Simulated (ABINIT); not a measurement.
An input for ABINIT 10.8.3 (MgO (Fm-3m)):

```
acell 3*1.0 Angstrom
rprim 
  -0.000000000000 2.097001392700 2.097001392700
  2.097001392700 -0.000000000000 2.097001392700
  2.097001392700 2.097001392700 -0.000000000000
ntypat 2
znucl 12 8
natom 2
typat 1 2
xred 
  0.000000000000 0.000000000000 0.000000000000
  0.500000000000 0.500000000000 0.500000000000
pp_dirpath "pseudos"
pseudos "Mg.upf, O.upf"
ecut 38
ngkpt 6 6 6
nshiftk 1
shiftk 0 0 0
kptopt 1
chksymbreak 0
istwfk *1
occopt 1
irdwfk 1
optdriver 3
nband 96
ecuteps 9
inclvkb 2
awtr 1
symchi 1
irdqps 1
gwcalctyp 10
nqptdm 15
qptdm 
  0.1666666667 0.0000000000 0.0000000000
  0.3333333333 0.0000000000 0.0000000000
  0.5000000000 0.0000000000 0.0000000000
  0.1666666667 0.1666666667 0.0000000000
  0.3333333333 0.1666666667 0.0000000000
  0.5000000000 0.1666666667 0.0000000000
  -0.3333333333 0.1666666667 0.0000000000
  -0.1666666667 0.1666666667 0.0000000000
  0.3333333333 0.3333333333 0.0000000000
  0.5000000000 0.3333333333 0.0000000000
  -0.3333333333 0.3333333333 0.0000000000
  0.5000000000 0.5000000000 0.0000000000
  0.5000000000 0.3333333333 0.1666666667
  -0.3333333333 0.3333333333 0.1666666667
  -0.3333333333 0.5000000000 0.1666666667
indata_prefix "in"
outdata_prefix "out"
tmpdata_prefix "tmp"
```

```sh
OMP_NUM_THREADS=1 mpirun -n 8 abinit run.abi > log; mrgscr < mrgscr.stdin
```

Q: How long will it take on 8 MPI ranks of Arm Neoverse V1, shared host, and how much memory?

It took 37 s; on shared hardware allow 18 s to 73 s. Peak host memory was 1.2 GiB.

[Paths, hosts, dates, memory and timing lines, banners, echoed tables and standing remarks are left out of the program output.]

[Logs are printed without paths, hosts, clocks, repeated set-up lines and the standing remarks that a program may print on its own settings, such as how far it seeks lower states.]

[Runs of the session that timed out or met a known fault of the program may be left out.]

[Hosts, paths, dates, database ids (printed as entryN), source tags and the programs' standing remarks are cut or masked in the printed files.]

[G0W0 gaps are taken among the corrected bands and points alone; a level outside them can change the order at an edge.]

[Where Ansatz stands beside ABINIT at settings called matched, ABINIT's density can come from a denser mesh and the files from another edition; pairs whose starting gaps differed by over 0.03 eV were left out, so agreement reads better than it is.]
